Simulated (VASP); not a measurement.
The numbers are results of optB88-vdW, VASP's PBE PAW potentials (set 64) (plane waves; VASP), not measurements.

A VASP calculation is set up with these files.

### INCAR
```
ALGO  =  Normal   ! blocked Davidson
SIGMA  =  0.05
LCHARG  =  .FALSE.
LMAXMIX  =  4   ! l cut-off of mixed one-centre charges
GGA  =  BO
NELM  =  100   ! most electronic steps
ICHARG  =  11
LWAVE  =  .FALSE.
AGGAC  =  0.0
PARAM2  =  0.22
LASPH  =  .TRUE.
ENCUT  =  520   ! plane-wave cut-off (eV)
PREC  =  Accurate
ISMEAR  =  0
LUSE_VDW  =  .TRUE.
LORBIT  =  11
SYSTEM  =  CsCl
EDIFF  =  1E-7   ! SCF stop (eV)
PARAM1  =  0.1833333333
LREAL  =  .FALSE.   ! projection in real space or not
```

File KPOINTS:
```
k-points along high-symmetry lines
15
Line-mode
Reciprocal
  0.000000   0.000000   0.000000 ! GAMMA
  0.000000   0.500000   0.000000 ! X

  0.000000   0.500000   0.000000 ! X
  0.500000   0.500000   0.000000 ! M

  0.500000   0.500000   0.000000 ! M
  0.000000   0.000000   0.000000 ! GAMMA

  0.000000   0.000000   0.000000 ! GAMMA
  0.500000   0.500000   0.500000 ! R

  0.500000   0.500000   0.500000 ! R
  0.000000   0.500000   0.000000 ! X

  0.500000   0.500000   0.500000 ! R
  0.500000   0.500000   0.000000 ! M
```

**POSCAR**
```
CsCl
1
    4.1019239520     0.0000000000    -0.0000000000
    0.0000000000     4.1019239520     0.0000000000
   -0.0000000000     0.0000000000     4.1019239520
Cs Cl
1 1
Direct
  0.0000000000   0.0000000000   0.0000000000
  0.5000000000   0.5000000000   0.5000000000
```

POTCAR, in this order: Cs_sv Cl (PBE.64 set). Program: vasp_std. Read from the step before: CHGCAR.

The resulting files:

File OSZICAR:
```
       N       E                     dE             d eps       ncg     rms          rms(c)
DAV:   1     0.100061210075E+03    0.10006E+03   -0.70208E+03  2160   0.115E+03
DAV:   2     0.459560969069E+01   -0.95466E+02   -0.88783E+02  3260   0.189E+02
DAV:   3    -0.232421431324E+01   -0.69198E+01   -0.68838E+01  2720   0.576E+01
DAV:   4    -0.240128600499E+01   -0.77072E-01   -0.77031E-01  2540   0.728E+00
DAV:   5    -0.240238958482E+01   -0.11036E-02   -0.11034E-02  2688   0.855E-01
DAV:   6    -0.240241767577E+01   -0.28091E-04   -0.28088E-04  2612   0.134E-01
DAV:   7    -0.240241856018E+01   -0.88441E-06   -0.88439E-06  2716   0.216E-02
DAV:   8    -0.240241859197E+01   -0.31795E-07   -0.31788E-07  2456   0.382E-03
   1 F= -.24024186E+01 E0= -.24024186E+01  d E =-.488276E-13
```

File OUTCAR:
```
 val. band max:       -0.4028252219   @ k =   0.0000   0.0000   0.0000

 cond. band min:       4.8908700615   @ k =   0.0000   0.0000   0.0000



 k-point     1 :       0.0000    0.0000    0.0000
  band No.  band energies     occupation
      1     -19.7967      2.00000
      2     -12.5811      2.00000
      3      -6.2441      2.00000
      4      -6.2441      2.00000
      5      -6.2441      2.00000
      6      -0.4028      2.00000
      7      -0.4028      2.00000
      8      -0.4028      2.00000
      9       4.8909      0.00000
     10       4.9405      0.00000
     11       4.9405      0.00000
     12       9.6539      0.00000

 k-point     2 :       0.0000    0.0357    0.0000
  band No.  band energies     occupation
      1     -19.7957      2.00000
      2     -12.5817      2.00000
      3      -6.2521      2.00000
      4      -6.2423      2.00000
      5      -6.2423      2.00000
      6      -0.4223      2.00000
      7      -0.4058      2.00000
      8      -0.4058      2.00000
      9       4.9237      0.00000
     10       4.9492      0.00000
     11       4.9727      0.00000
     12       9.6447      0.00000

 k-point     3 :       0.0000    0.0714    0.0000
  band No.  band energies     occupation
      1     -19.7925      2.00000
      2     -12.5833      2.00000
      3      -6.2755      2.00000
      4      -6.2370      2.00000
      5      -6.2370      2.00000
      6      -0.4787      2.00000
      7      -0.4148      2.00000
      8      -0.4148      2.00000
      9       4.9754      0.00000
     10       5.0170      0.00000
     11       5.0714      0.00000
     12       9.6077      0.00000

 k-point     4 :       0.0000    0.1071    0.0000
  band No.  band energies     occupation
      1     -19.7874      2.00000
      2     -12.5860      2.00000
      3      -6.3126      2.00000
      4      -6.2283      2.00000
      5      -6.2283      2.00000
      6      -0.5666      2.00000
      7      -0.4292      2.00000
...
```

The density is held fixed in this step, so its total energy and stress have no physical meaning. Unless said otherwise, spin-orbit coupling is left out, though it shifts the bands of the heavy elements here.

The compound is CsCl in the CsCl type structure. It was relaxed first.
